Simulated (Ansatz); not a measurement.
# CuO (P1) in Ansatz: a series of runs

Aim: see how the results for CuO move with the level of theory and the settings. Levels: PBE, r2SCAN. Tasks: band structure, elastic constants.

Everything below comes from runs of Ansatz 0.2.0. Logs are shortened: lines on timing, memory, paths and dates and some standing lists are left out, and cuts for length are marked.

### Step 1. The crystal as given

The typed cell holds 2 atoms: a = 2.993 Å, b = 2.993 Å, c = 2.993 Å, α = 60.00°, β = 60.00°, γ = 60.00°.

The cell comes from a database or a generator and needn't be the stable form of this composition.

### Step 2. Band structure, PBE

Contents of input.yaml:

```yaml
crystal:
  lattice:
    - [0.0, 2.11656, 2.11656]
    - [2.11656, 0.0, 2.11656]
    - [2.11656, 2.11656, 0.0]
  atoms:
    - { symbol: Cu, position: [0.02949772, 0.02810087, 0.90802599] }
    - { symbol: O, position: [0.47050228, 0.47189913, 0.59197401] }
hamiltonian:
  xc: pbe
  pseudopotentials: { kind: nc, accuracy: standard }
kpoints:
  mp_grid: { grid: [11, 11, 11] }
  band_path:
    path:
      - [[0.0, 0.0, 0.0], [0.5, 0.0, 0.5], [0.5, 0.25, 0.75], [0.375, 0.375, 0.75], [0.0, 0.0, 0.0], [0.5, 0.5, 0.5], [0.625, 0.25, 0.625], [0.5, 0.25, 0.75], [0.5, 0.5, 0.5], [0.375, 0.375, 0.75]]
      - [[0.625, 0.25, 0.625], [0.5, 0.0, 0.5]]
    npoints: 14
scf:
  occupations: { method: fermi_dirac, width: 0.05 }
  n_extra_bands: 6
output:
  forces: true
  stress: true
  eigenvalues: true
  fatbands: false
```

Potentials or basis: PseudoDojo standard (PBE files).

Started as:

```console
$ ansatz run input.yaml --threads 2 --pin off --max-ram 5632MiB --backend cpu --events-out ev --progress --plain --runs-dir out
```

Standard output:

```text
Warning: RAYON_NUM_THREADS=2 ignored (pool sized by the plan → 2); use --threads N
scf.n_extra_bands = 6 over 13 filled bands (N_el = 25.0): the run solves 19 bands
Engine: ansatz 0.2.0, aarch64-unknown-linux-gnu
Pseudopotentials: kind: nc
Pseudopotential: Cu, nc, valence charge 19, recommended cutoff 1251.723767 eV (normal), Cu.nc.azcp (PseudoDojo's, or run here from an input of PseudoDojo's; its table is named by hamiltonian.pseudopotentials.accuracy)
Pseudopotential: O, nc, valence charge 6, recommended cutoff 1142.878222 eV (normal), O.nc.azcp (PseudoDojo's, or run here from an input of PseudoDojo's; its table is named by hamiltonian.pseudopotentials.accuracy)
Functional definition: PBE
  parameter kappa = 0.804
  parameter beta = 0.06672455060314922
  exchange = pbe_x(kappa = kappa, mu = beta*pi^2/3)
  correlation = pbe_c(beta = beta)
Crystal: 2 atoms, lattice volume = 18.964 Å³
Basis set: ecut = 1251.723767 eV, 1917 PW (Γ), exchange–correlation on 72×72×72 points (8 copies of the dense FFT grid, shifted against one another)
Bands: 19, of which v1, the nominal top of the filled ones, is band 13 counted from 1 (12 counted from 0)
Symmetry: 1 space group operations
Space group: P1 (ITA 1), of the structure as read, at distance tolerance 2.7e-5 Å
k-points: 666 of 1331 (time reversal used)
Non-local potential: Cu, projectors of the file, l = 0: 2, l = 1: 2, l = 2: 2
Non-local potential: O, projectors of the file, l = 0: 2, l = 1: 2, l = 2: 1
Initial density: superposition of atomic densities (chi_scale 0.1, normalization cell, long waves kept (reshape's long-wave potential 0.00 eV rms))
Initial wavefunctions: pseudopotential atomic-orbital guess
Functional: x = pbe(κ = 0.804, μ = 0.2195149727645171), c = pbe(β = 0.06672455060314922)
SCF iter   1: F=—  HF=-5607.894637 eV  |F-HF|=—  |Δ(HF+E_count)|=         —  Δρ=8.75e-2  dr2=3.25e-1  ethr=3.10e-3  ⟨swp⟩=5.6  Hψ=60343  notcnv=0  defer=52
preconditioner: auto → none  [metal: Δε(μ)=0.002 eV  Ē_g=18.766 eV  σ=0.050 eV  W_gap=0.01  n_scr=8 (ndim 8)  ℏωp=35.2 eV  f_vac=0.000  D(μ)=2.47/eV (n_scr^D=26)  sad-step TF]
SCF iter   2: F=—  HF=-5607.824243 eV  |F-HF|=—  |Δ(HF+E_count)|=   7.04e-2  Δρ=3.78e-2  dr2=7.34e-2  ethr=1.30e-3  ⟨swp⟩=3.0  Hψ=28744  notcnv=0  defer=1006
SCF iter   3: F=—  HF=-5607.823729 eV  |F-HF|=—  |Δ(HF+E_count)|=   5.13e-4  Δρ=2.57e-2  dr2=6.80e-2  ethr=2.94e-4  ⟨swp⟩=3.6  Hψ=20813  notcnv=0  defer=1006
SCF iter   4: F=—  HF=-5607.811698 eV  |F-HF|=—  |Δ(HF+E_count)|=   1.20e-2  Δρ=4.27e-3  dr2=1.41e-3  ethr=2.72e-4  ⟨swp⟩=2.0  Hψ=21056  notcnv=0  defer=1008
SCF iter   5: F=—  HF=-5607.811754 eV  |F-HF|=—  |Δ(HF+E_count)|=   5.60e-5  Δρ=1.49e-3  dr2=9.74e-5  ethr=5.65e-6  ⟨swp⟩=2.6  Hψ=16166  notcnv=0  defer=1008
SCF iter   6: F=—  HF=-5607.811799 eV  |F-HF|=—  |Δ(HF+E_count)|=   4.47e-5  Δρ=1.81e-4  dr2=1.50e-6  ethr=3.90e-7  ⟨swp⟩=2.9  Hψ=20986  notcnv=0  defer=1008
SCF iter   7: F=-5607.811799 eV  HF=-5607.811799 eV  |F-HF|=1.46e-8  |Δ(HF+E_count)|=   7.49e-7  Δρ=3.58e-5  dr2=5.87e-8  ethr=4.00e-10  ⟨swp⟩=8.4  Hψ=65145  notcnv=0
SCF 1 converged in 7 iterations: F = -5607.811799 eV  dr2 = 5.87e-8
NSCF: frozen V_eff on 142 k-points
SCF converged after 7 iterations
Free energy (F): -5607.811799 eV
Harris-Foulkes:  -5607.811799 eV  (|F-HF|=1.46e-8)
Internal energy: -5607.790838 eV  (E = F + TS)
E sigma→0 (E₀):  -5607.801319 eV
Entropy (-TS):   -0.020962 eV (-10.481 meV/atom)
Fermi energy:    13.550321 eV
--- Per-component energies (eV) ---
  E_band       = -387.000171
  E_kinetic    = 2677.634181
  E_local      = -4839.905358  (includes V_loc(G=0)·N_el)
  E_nonlocal   = -982.714241
  E_hartree    = 1770.667306
  E_xc         = -748.363098
  E_vxc        = -783.359916  (∫ρ·V_xc dr)
  E_ewald      = -3485.109627
  E_smearing   = -0.020962  (= −TS)
  E_closure    = 0.000000  (closes the sum)
  Σ components = -5607.811799   (vs F -5607.811799, Δ=0.00e0)
--- Forces (eV/Å), atoms counted from 1 ---
  atom   1  Cu     0.62053450     0.56390527    -0.39384880
  atom   2  O     -0.62049928    -0.56388038     0.39385145
  max |Σ_I F_I| component: 3.52e-5 eV/Å
--- Stress (GPa, compression-positive) ---
       19.767171      -4.250003       3.511061
       -4.250003      18.898115       3.311293
        3.511061       3.311293      16.139242
  P = ⅓ Tr σ = 18.2682 GPa (182.682 kbar)
--- Band table (eV; the first three rows and the last of 666) ---
  k-point 0: bands = ["-98.6797", "-56.1611", "-56.1408", "-55.9991", "-6.1927", "8.9399", "8.9965", "9.6699", "11.0892", "11.1244", "13.0230", "13.3065", "13.3391", "14.9818", "30.4435", "31.6330", "31.7557", "32.3974", "35.4342"]
  k-point 1: bands = ["-98.6796", "-56.1612", "-56.1410", "-56.0003", "-6.1107", "8.8377", "8.8942", "9.3860", "11.1301", "11.1609", "12.6496", "13.4264", "13.4580", "15.6796", "28.8515", "31.3563", "31.4692", "33.3352", "34.8236"]
  k-point 2: bands = ["-98.6793", "-56.1617", "-56.1415", "-56.0036", "-5.8823", "8.5724", "8.5951", "8.6725", "11.2447", "11.2677", "12.2754", "13.7281", "13.7552", "16.9410", "26.6393", "30.3673", "30.4476", "33.7279", "34.7602"]
  k-point 665: bands = ["-98.6784", "-56.1734", "-56.1470", "-56.0030", "-4.9767", "6.0591", "8.3343", "9.2611", "11.3977", "11.4932", "12.0370", "13.1706", "13.7458", "20.4351", "22.5544", "27.0096", "29.3472", "34.3202", "37.1847"]
```

Run time: 74 s. Hardware: 2 threads of Arm Neoverse V1, shared host; peak memory 0.96 GiB.

Results:

| Property | Result |
| --- | --- |
| Free energy | -5607.8118 eV |
| Pressure | 18.3 GPa |
| Largest force | 0.926 eV/Å |
| Band gap on the k mesh | none (metal or under the smearing width) |

Forces on the atoms (eV/Å):
```
Cu   0.621  0.564 -0.394
O   -0.620 -0.564  0.394
```

Levels at the corners of the path, in eV from the Fermi level:
```
point  band 9  band 10  band 11  band 12  band 13  band 14  band 15  band 16  band 17  band 18
    Γ   -2.46    -2.43    -0.53    -0.24    -0.21     1.43    16.89    18.08    18.21    18.85
    X   -1.93    -1.77    -1.68    -1.31    -1.23     5.26    11.04    11.23    16.44    17.95
    W   -2.08    -1.71    -1.70    -1.55    -0.36     7.29    10.78    10.86    14.03    21.99
    K   -2.01    -1.86    -1.56    -1.01    -0.31     6.91    10.11    10.84    15.70    19.05
    Γ   -2.46    -2.43    -0.53    -0.24    -0.21     1.43    16.89    18.08    18.21    18.85
    L   -2.07    -2.03    -1.50    -0.33     0.47     6.45     9.14    14.68    15.10    19.80
    U   -2.69    -1.90    -1.60    -1.40    -0.20     6.75    10.44    10.92    16.40    18.51
    W   -2.08    -1.71    -1.70    -1.55    -0.36     7.29    10.78    10.86    14.03    21.99
    L   -2.07    -2.03    -1.50    -0.33     0.47     6.45     9.14    14.68    15.10    19.80
    K   -2.01    -1.86    -1.56    -1.01    -0.31     6.91    10.11    10.84    15.70    19.05
    U   -2.69    -1.90    -1.60    -1.40    -0.20     6.75    10.44    10.92    16.40    18.51
    X   -1.93    -1.77    -1.68    -1.31    -1.23     5.26    11.04    11.23    16.44    17.95
```

Caveat: so large a pressure means that the cell lies far from this level's equilibrium, or that cutoff or potentials fall short; an odd number of electrons without spin polarisation forces a metal; a magnetic or distorted state may lie lower; the run has no spin polarisation, though such a crystal can be magnetic; semilocal functionals often make such compounds metallic where correlation or magnetic order opens a gap, which also shifts bond lengths. With open d or f shells a metallic result of PBE can be an artefact of self-interaction; +U or a hybrid may open a gap.

### Step 3. Elastic constants, r2SCAN

Contents of input.yaml:

```yaml
crystal:
  lattice:
    - [0.0, 2.11656, 2.11656]
    - [2.11656, 0.0, 2.11656]
    - [2.11656, 2.11656, 0.0]
  atoms:
    - { symbol: Cu, position: [0.02949772, 0.02810087, 0.90802599] }
    - { symbol: O, position: [0.47050228, 0.47189913, 0.59197401] }
hamiltonian:
  xc: r2scan
  pseudopotentials: { kind: paw }
kpoints:
  mp_grid: { grid: [9, 9, 9] }
scf:
  occupations: { method: fermi_dirac, width: 0.05 }
output:
  forces: true
  stress: true
elastic:
  mode: relaxed_ion
  stencil: two_point
```

Potentials or basis: Ansatz PAW.

Started as:

```console
$ ansatz run input.yaml --threads 2 --pin off --max-ram 5632MiB --backend cpu --events-out ev --progress --plain --runs-dir out
```

Standard output:

```text
Warning: RAYON_NUM_THREADS=2 ignored (pool sized by the plan → 2); use --threads N
[... 1 set-up line as earlier in the session ...]
Pseudopotentials: kind: paw
Pseudopotential: Cu, paw, valence charge 19, recommended cutoff 500 eV (meta_gga), Cu.paw.azcp
Pseudopotential: O, paw, valence charge 6, recommended cutoff 500 eV (meta_gga), O.paw.azcp
Functional definition: r2SCAN
  parameter k0 = 0.174
  parameter k1 = 0.065
  parameter a1 = 4.9479
  exchange = r2scan_x(k0 = k0, k1 = k1, a1 = a1)
  correlation = r2scan_c
Crystal: 2 atoms, lattice volume = 18.964 Å³
Basis set: ecut = 500 eV, 531 PW (Γ), exchange–correlation on 96×96×96 points (64 copies of the dense FFT grid, shifted against one another)
Bands: 17, of which v1, the nominal top of the filled ones, is band 13 counted from 1 (12 counted from 0)
[... 2 set-up lines as earlier in the session ...]
k-points: 365 of 729 (time reversal used)
Non-local potential: Cu, projectors of the file, l = 0: 3, l = 1: 2, l = 2: 3, l = 3: 1
[... 1 set-up line as earlier in the session ...]
PAW form: soft (Blöchl's): semilocal exchange-correlation on the pseudo side does not see the compensation charge
PAW frozen core: Cu, regenerated for the run's functional (the file was generated under x = pbe(κ = 0.804, μ = 0.2195149727645171), c = pbe(β = 0.06672455060314922))
PAW frozen core: O, regenerated for the run's functional (the file was generated under x = pbe(κ = 0.804, μ = 0.2195149727645171), c = pbe(β = 0.06672455060314922))
PAW one-centre angular grid: Cu, 590 points (default); XC on 160 Gauss nodes
PAW one-centre angular grid: O, 302 points (default); XC on 160 Gauss nodes
Initial density: superposition of atomic densities (neutral atoms: chi_scale 0, normalization atom), corrected by the library's trained network
[... 1 set-up line as earlier in the session ...]
Functional: x = r2scan, c = r2scan; τ floored in thin density (d = 2e-4 eV/Å³)
SCF iter   1: F=—  HF=-7197.940668 eV  |F-HF|=—  |Δ(HF+E_count)|=         —  Δρ=2.42e-2  dr2=5.61e-2  dr2_τ=4.83e-2  ethr=1.77e-3  ⟨swp⟩=5.9  Hψ=27263  notcnv=0
preconditioner: auto → none  [metal: Δε(μ)=0.007 eV  Ē_g=16.097 eV  σ=0.050 eV  W_gap=0.04  n_scr=8 (ndim 8)  ℏωp=35.2 eV  f_vac=0.000  D(μ)=2.80/eV (n_scr^D=58)  sad-step TF]
SCF iter   2: F=—  HF=-7197.946205 eV  |F-HF|=—  |Δ(HF+E_count)|=   5.54e-3  Δρ=9.28e-3  dr2=1.39e-2  dr2_τ=1.02e-3  ethr=2.24e-4  ⟨swp⟩=2.5  Hψ=13671  notcnv=0
SCF iter   3: F=—  HF=-7197.947851 eV  |F-HF|=—  |Δ(HF+E_count)|=   1.65e-3  Δρ=1.51e-2  dr2=2.69e-2  dr2_τ=1.83e-3  ethr=5.55e-5  ⟨swp⟩=2.0  Hψ=10899  notcnv=0
SCF iter   4: F=—  HF=-7197.943212 eV  |F-HF|=—  |Δ(HF+E_count)|=   4.64e-3  Δρ=2.27e-3  dr2=7.91e-4  dr2_τ=1.17e-4  ethr=5.55e-5  ⟨swp⟩=2.8  Hψ=12037  notcnv=0
SCF iter   5: F=—  HF=-7197.942999 eV  |F-HF|=—  |Δ(HF+E_count)|=   2.13e-4  Δρ=6.66e-4  dr2=3.84e-5  dr2_τ=1.74e-6  ethr=3.16e-6  ⟨swp⟩=2.3  Hψ=9642  notcnv=0
SCF iter   6: F=—  HF=-7197.943049 eV  |F-HF|=—  |Δ(HF+E_count)|=   5.05e-5  Δρ=2.51e-4  dr2=1.18e-5  dr2_τ=9.30e-7  ethr=1.54e-7  ⟨swp⟩=2.0  Hψ=10809  notcnv=0
SCF iter   7: F=—  HF=-7197.943047 eV  |F-HF|=—  |Δ(HF+E_count)|=   2.55e-6  Δρ=2.14e-5  dr2=4.33e-8  dr2_τ=1.97e-9  ethr=4.72e-8  ⟨swp⟩=2.3  Hψ=8552  notcnv=0
SCF iter   8: F=—  HF=-7197.943041 eV  |F-HF|=—  |Δ(HF+E_count)|=   6.02e-6  Δρ=3.58e-6  dr2=1.01e-9  dr2_τ=1.61e-10  ethr=1.73e-10  ⟨swp⟩=2.0  Hψ=8504  notcnv=0
SCF iter   9: F=—  HF=-7197.943041 eV  |F-HF|=—  |Δ(HF+E_count)|=  1.65e-10  Δρ=8.09e-7  dr2=6.32e-11  dr2_τ=4.17e-12  ethr=4.02e-12  ⟨swp⟩=2.2  Hψ=9997  notcnv=0
SCF iter  10: F=—  HF=-7197.943041 eV  |F-HF|=—  |Δ(HF+E_count)|=  2.73e-12  Δρ=8.85e-8  dr2=6.43e-13  dr2_τ=7.68e-14  ethr=2.53e-13 (applied; sched 1.00e-12)  ⟨swp⟩=2.4  Hψ=9358  notcnv=0
[... 323 lines left out ...]
  E_smearing   = -0.009154  (= −TS)
  E_closure    = 0.000000  (closes the sum)
  Σ components = -7198.356264   (vs F -7198.356264, Δ=0.00e0)
--- Forces (eV/Å), atoms counted from 1 ---
  atom   1  Cu     0.00000266     0.00000437    -0.00000448
  atom   2  O     -0.00000267    -0.00000439     0.00000449
  max |Σ_I F_I| component: 1.44e-8 eV/Å
--- Stress (GPa, compression-positive) ---
       -6.374577      -0.000000      -0.000000
       -0.000000      -6.374577       0.000000
       -0.000000      -0.000000      -6.374577
  P = ⅓ Tr σ = -6.3746 GPa (-63.746 kbar)
--- Band table (eV; the first three rows and the last of 365) ---
  k-point 0: bands = ["-103.0626", "-58.8944", "-58.8944", "-58.8944", "-7.7627", "10.3270", "10.3270", "10.3270", "10.3612", "10.3612", "10.3612", "10.7457", "10.7457", "14.8192", "31.8846", "32.3279", "32.3279"]
  k-point 1: bands = ["-103.0625", "-58.8961", "-58.8946", "-58.8946", "-7.6362", "9.2139", "9.5441", "9.5441", "10.4358", "10.4358", "10.6941", "11.5593", "11.5593", "15.6721", "29.0509", "31.7566", "31.7566"]
  k-point 2: bands = ["-103.0621", "-58.9006", "-58.8953", "-58.8953", "-7.2981", "7.6090", "8.7356", "8.7356", "10.6010", "10.6010", "10.9023", "12.4784", "12.4784", "17.2599", "26.2531", "30.0758", "30.0758"]
  k-point 364: bands = ["-103.0614", "-58.9088", "-58.8978", "-58.8968", "-6.5036", "5.4585", "7.7405", "7.8360", "10.9146", "10.9306", "11.3441", "13.1643", "13.5642", "19.9521", "23.0737", "26.4875", "27.7310"]
--- Elastic constants: 6 strain directions × 2 members + reference (group order 1) ---
  dense FFT box of the reference and of every strained cell: 24×24×24
  strains applied: 11, 22, 33, 23, 13, 12; error gains: componentwise 1.00 (the most a stress slope's error grows in a printed constant), spectral 1.00 (1 for all six strains in a standard setting)
  reference relaxed by the batch: 7 steps; max|allowed force component| 6.15e-1 eV/Å at the deck's positions, 4.38e-6 at the last accepted step, 4.47e-6 by the solve of record
  largest displacement 2.2e-1 Å; the constants are those of the deck's cell at these positions:
  atoms:
    - { symbol: Cu, position: [5.556376808856451e-8, 1.2463630810954024e-7, 0.9999997682989368] }
    - { symbol: O, position: [0.49999994443623175, 0.49999987536369184, 0.5000002317010629] }
  C = ∂σ_k/∂η_j (tension-positive GPa; Voigt order 11 22 33 23 13 12):
       199.931    164.672    164.672     -0.000     -0.000      0.000
       164.672    199.931    164.672     -0.000     -0.000      0.000
       164.672    164.672    199.931     -0.000     -0.000      0.000
        -0.000     -0.000     -0.000     62.397      0.000      0.000
        -0.000     -0.000     -0.000      0.000     62.397     -0.000
         0.000      0.000      0.000     -0.000     -0.000     62.396
  reference stress σ⁰ (GPa):      6.375      6.375      6.375     -0.000     -0.000      0.000
  C* (energy form; C + prestress term) asymmetry max|C*_kj − C*_jk| = 1.850e-5 GPa — a small one proves nothing (zero by symmetry where the batch's group is 432, −43m or m−3m); a large one is finite-difference/SCF noise where every solve meets its electron count
  moduli (Voigt/Reuss/Hill, GPa): K = 176.43/176.43/176.43   G = 44.49/30.95/37.72   E = 105.64   ν = 0.400
  mechanically stable: yes (min eigenvalue of sym C = 35.26 GPa)
  strain η (Voigt 11):  stress-route row diagonal C_11 = 199.93 GPa, energy-path curvature d²(F+E_count+ΔE)/dδ²/Ω₀ = 200.19 GPa
         δ    σ_11 (GPa)             F (eV)   n_scf  n_hpsi   n_pw
    -2.000e-3       5.9680       -7198.3577105       2   55698    531   relax 1 steps, max|allowed force component| 4.50e-6 eV/Å
     2.000e-3       6.7677       -7198.3546979       2   56615    531   relax 1 steps, max|allowed force component| 4.48e-6 eV/Å
  strain η (Voigt 22):  stress-route row diagonal C_22 = 199.93 GPa, energy-path curvature d²(F+E_count+ΔE)/dδ²/Ω₀ = 200.19 GPa
         δ    σ_22 (GPa)             F (eV)   n_scf  n_hpsi   n_pw
    -2.000e-3       5.9680       -7198.3577105       2   55882    531   relax 1 steps, max|allowed force component| 4.51e-6 eV/Å
     2.000e-3       6.7677       -7198.3546979       2   56541    531   relax 1 steps, max|allowed force component| 4.49e-6 eV/Å
  strain η (Voigt 33):  stress-route row diagonal C_33 = 199.93 GPa, energy-path curvature d²(F+E_count+ΔE)/dδ²/Ω₀ = 200.19 GPa
         δ    σ_33 (GPa)             F (eV)   n_scf  n_hpsi   n_pw
    -2.000e-3       5.9680       -7198.3577105       2   55812    531   relax 1 steps, max|allowed force component| 4.59e-6 eV/Å
     2.000e-3       6.7677       -7198.3546979       2   56389    531   relax 1 steps, max|allowed force component| 4.39e-6 eV/Å
  strain η (Voigt 23):  stress-route row diagonal C_44 = 62.40 GPa, energy-path curvature d²(F+E_count+ΔE)/dδ²/Ω₀ = 59.33 GPa
         δ    σ_23 (GPa)             F (eV)   n_scf  n_hpsi   n_pw
    -2.000e-3      -0.1248       -7198.3562346       2   57733    531   relax 1 steps, max|allowed force component| 4.50e-6 eV/Å
     2.000e-3       0.1248       -7198.3562346       2   57685    531   relax 1 steps, max|allowed force component| 4.48e-6 eV/Å
  strain η (Voigt 13):  stress-route row diagonal C_55 = 62.40 GPa, energy-path curvature d²(F+E_count+ΔE)/dδ²/Ω₀ = 59.33 GPa
         δ    σ_13 (GPa)             F (eV)   n_scf  n_hpsi   n_pw
    -2.000e-3      -0.1248       -7198.3562346       2   57763    531   relax 1 steps, max|allowed force component| 4.50e-6 eV/Å
     2.000e-3       0.1248       -7198.3562346       2   57715    531   relax 1 steps, max|allowed force component| 4.49e-6 eV/Å
  strain η (Voigt 12):  stress-route row diagonal C_66 = 62.40 GPa, energy-path curvature d²(F+E_count+ΔE)/dδ²/Ω₀ = 59.33 GPa
         δ    σ_12 (GPa)             F (eV)   n_scf  n_hpsi   n_pw
    -2.000e-3      -0.1248       -7198.3562346       2   57720    531   relax 1 steps, max|allowed force component| 4.49e-6 eV/Å
     2.000e-3       0.1248       -7198.3562346       2   57752    531   relax 1 steps, max|allowed force component| 4.49e-6 eV/Å
```

elastic.tsv:

```text
[... 17 lines left out ...]
6	9.3848438903e-8	8.8907375404e-8	2.0149939381e-7	-6.9305222511e-9	-3.4037592574e-7	6.2396497622e1	9.3921450423e-8	8.8980386925e-8	2.0157240533e-7	-6.9305222511e-9	-3.4037592574e-7	6.2396497622e1	4.7269630282e-10	1.0682456942e-9	1.1689488346e-10	1.1136780937e-9	1.5699662934e-9	1.3283556187e-2
```

It took 6.5 min on 2 threads of Arm Neoverse V1, shared host; peak memory 0.58 GiB.

What came out:

```yaml
Free_energy: -7198.3563 eV
Pressure: -6.4 GPa
Band_gap_on_the_k_mesh: none (metal or under the smearing width)
Elastic_constants_C11_C12_C44: 200, 165, 62 GPa
Voigt_bulk_modulus: 176 GPa
```

Elastic tensor in Voigt notation (GPa, in the Cartesian axes of the cell as first typed):
```
200 165 165   0   0   0
165 200 165   0   0   0
165 165 200   0   0   0
  0   0   0  62   0   0
  0   0   0   0  62   0
  0   0   0   0   0  62
```

Caveat: the cell is more than 3 GPa from zero pressure, which shifts response properties; elastic constants of metals need much finer meshes, so these are rough; an odd number of electrons without spin polarisation forces a metal; a magnetic or distorted state may lie lower; the run has no spin polarisation, though such a crystal can be magnetic; semilocal functionals often make such compounds metallic where correlation or magnetic order opens a gap, which also shifts bond lengths; the PAW data sets come from PBE, with cores solved anew for the run's functional, which leaves a small shift of forces and pressure.
